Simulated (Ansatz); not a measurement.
Gas-phase electronic energies from Ansatz, PBE0-D4/def2-TZVP geometries. CBS: MP2 limit from def2 TZ/QZ plus the TZ coupled-cluster correction, frozen cores. DFT in def2-TZVPP. For Se, Zn outer-core shells are correlated without core-valence functions, which leaves a few kJ/mol of doubt a bond. Scalar relativity is left out up to krypton. Each species was taken in one conformer, which may not be the lowest.

Reaction (formal exchange of groups at a Zn–Se bond): `[CH3][Zn][Se]C(F)(F)F` + `CCC=O` → `[CH3][Zn][CH2]C=O` + `C[Se]C(F)(F)F`

| level | ΔE (kJ/mol) |
| --- | --- |
| PBE | 96.7 |
| HF/CBS(def2) | 134.2 |

Problem. What does CCSD(T)/CBS give? (An estimate is asked.)

Solution. The calculation gave: +111.9 kJ/mol. The listed levels differ from it by -15.2, 22.3 kJ/mol.

Largest T1 diagnostic among the species: 0.015.

From PBE to PBE0 (25 % exact exchange), in def2-TZVPP and without D4, ΔE moves by +10.0 kJ/mol. In def2-TZVPP, CCSD(T) changes the Hartree–Fock value by −29.9 kJ/mol (the triples alone add −4.7 kJ/mol) and MP2 by −34.2 kJ/mol.

CCSD(T)/CBS has its own doubt, a few kJ/mol and more with outer-core shells, so smaller differences from it don't rank the levels.
